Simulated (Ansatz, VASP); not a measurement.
BN in VASP and in Ansatz

Contents of POSCAR:

```
BN
1.0
    2.5439500013      0.0587652450      0.0000000000
   -1.2210828056      2.1737427046      0.0000000000
    0.0000000000      0.0000000000      4.2078153363
B N
2 2
Direct
    0.3343967102      0.6669334366      0.0002769228
    0.6656032898      0.3330665634      0.5002769228
    0.3301790014      0.6671395730      0.3747230772
    0.6698209986      0.3328604270      0.8747230772
```

File INCAR.step1:

```
SYSTEM = BN
PREC = Accurate ; ENCUT = 520
ISMEAR = 0 ; SIGMA = 0.01
LREAL = .False. ; LASPH = .True.
NELM = 80 ; NBANDS = 16
GGA = PE ; ALGO = Normal
EDIFF = 1E-4 ; LWAVE = .True.
LCHARG = .False.
```

The input INCAR.step2:

```
SYSTEM = BN
PREC = Accurate ; ENCUT = 520
EDIFF = 1E-6 ; ISMEAR = 0
SIGMA = 0.01 ; LREAL = .False.
LASPH = .True. ; NELM = 80
ALGO = Normal ; ISIF = 2
LWAVE = .False. ; LCHARG = .False.
METAGGA = R2SCAN ; LMIXTAU = .True.
NBANDS = 16 ; ISTART = 1
```

File KPOINTS:

```
regular mesh
0
Gamma
  12 12 6
  0 0 0
```

Input for Ansatz:

```yaml
crystal:
  lattice:
    - [2.5439500013, 0.058765245, 0.0]
    - [-1.2210828056, 2.1737427046, 0.0]
    - [0.0, 0.0, 4.2078153363]
  atoms:
    - { symbol: B, position: [0.3343967102, 0.6669334366, 0.0002769228] }
    - { symbol: B, position: [0.6656032898, 0.3330665634, 0.5002769228] }
    - { symbol: "N", position: [0.3301790014, 0.667139573, 0.3747230772] }
    - { symbol: "N", position: [0.6698209986, 0.332860427, 0.8747230772] }
kpoints:
  mp_grid: { grid: [12, 12, 6] }
  band_path:
    path:
      - [0.0, 0.0, 0.0]
      - [0.5, 0.0, 0.0]
      - [0.3333333333, 0.3333333333, 0.0]
      - [0.0, 0.0, 0.5]
      - [0.5, 0.0, 0.5]
      - [0.3333333333, 0.3333333333, 0.5]
      - [0.1, 0.0, 0.0]
    npoints: 1
hamiltonian:
  xc: r2scan
scf:
  occupations: { method: fixed }
  n_extra_bands: 5
output:
  forces: true
  stress: true
  eigenvalues: true
```

Change from the starting cell: shear_xy strain +4.6%.

Alike in both runs: task single point; functional r2SCAN; k mesh 12 × 12 × 6; no spin polarisation.

```csv
,VASP,Ansatz
version,VASP 6.6.1,Ansatz 0.2.0
potentials or method,"VASP PAW PBE potentials, release 64 (B, N)","plane waves, PAW"
plane-wave cutoff (eV),520,500
occupations,"gaussian, width 0.01 eV",fixed
valence electrons in the cell,16,16
```

```tsv
	VASP	Ansatz	Ansatz less VASP
gap on the k mesh at the Fermi level (eV)	5.54	5.57	+0.034
pressure (GPa)	1.7	0.6	-1.12
largest component of the traceless stress (GPa)	19.48	19.42	-0.062
rms of the force components (eV/Å)	0.005	0.000	-0.0048
```

Atom by atom the forces differ by 0.005 eV/Å (rms over components).

Caveats: the PAW data sets were made with another functional, which shifts forces and pressure a little (VASP). A k mesh can miss the band edges.
